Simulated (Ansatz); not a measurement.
## LaH₃O₃: ²H nuclear quadrupole resonance

Cell: a Materials Project structure (computed, not necessarily an observed phase), taken as it stands.

```cif
data_LaH3O3
_symmetry_space_group_name_H-M 'Pm'
_symmetry_Int_Tables_number 6
_cell_length_a 6.6168
_cell_length_b 3.8322
_cell_length_c 6.6647
_cell_angle_alpha 90.000
_cell_angle_beta 119.333
_cell_angle_gamma 90.000
loop_
_atom_site_label
_atom_site_type_symbol
_atom_site_symmetry_multiplicity
_atom_site_Wyckoff_symbol
_atom_site_fract_x
_atom_site_fract_y
_atom_site_fract_z
La1 La 1 a 0.3337 0.0000 0.6644
La2 La 1 b 0.6609 0.5000 0.3244
H3 H 1 a 0.8618 0.0000 0.1430
H4 H 1 a 0.8574 0.0000 0.6929
H5 H 1 a 0.2812 0.0000 0.1383
H6 H 1 b 0.1336 0.5000 0.8513
H7 H 1 b 0.1418 0.5000 0.2851
H8 H 1 b 0.7206 0.5000 0.8591
O9 O 1 a 0.9115 0.0000 0.3069
O10 O 1 a 0.6906 0.0000 0.5929
O11 O 1 a 0.3921 0.0000 0.0817
O12 O 1 b 0.0882 0.5000 0.6885
O13 O 1 b 0.3077 0.5000 0.3943
O14 O 1 b 0.6039 0.5000 0.9082
```

One atom of each set is listed.

Computed with Ansatz: DFT, r2SCAN, plane waves and PAW, scalar-relativistic, 500 eV cutoff, Γ-centred 4×6×4 k-points, Fermi–Dirac smearing 0.02 eV.

²H: I = 1, Q = 2.858 mb (year-2017 value). Static lattice, zero field.

**Question.** Predict the zero-field ²H lines of each site.

**Answer.** For I = 1 the lines are ν± = (3/4)|C_Q|(1 ± η/3) and ν₀ = |C_Q|η/2.

```
site  atoms  V_zz (10²¹ V/m²)  C_Q (MHz)     η  line frequencies (MHz)
  H3      1              4.20      0.290  0.01   0.00122, 0.217, 0.218
  H4      1              4.28      0.296  0.02   0.00225, 0.221, 0.223
  H5      1              4.16      0.287  0.01   0.00152, 0.215, 0.216
  H6      1              4.24      0.293  0.01   0.00130, 0.219, 0.220
  H7      1              4.14      0.286  0.01   0.00173, 0.214, 0.216
  H8      1              4.17      0.288  0.01   0.00163, 0.215, 0.217
```

At H3, H4, H5, H6, H7 and H8 V_zz points along its bond to O (within 1°) in each case.

The largest force is 0.6 eV/Å, so the atoms aren't at the calculated equilibrium and relaxing them would move these values.
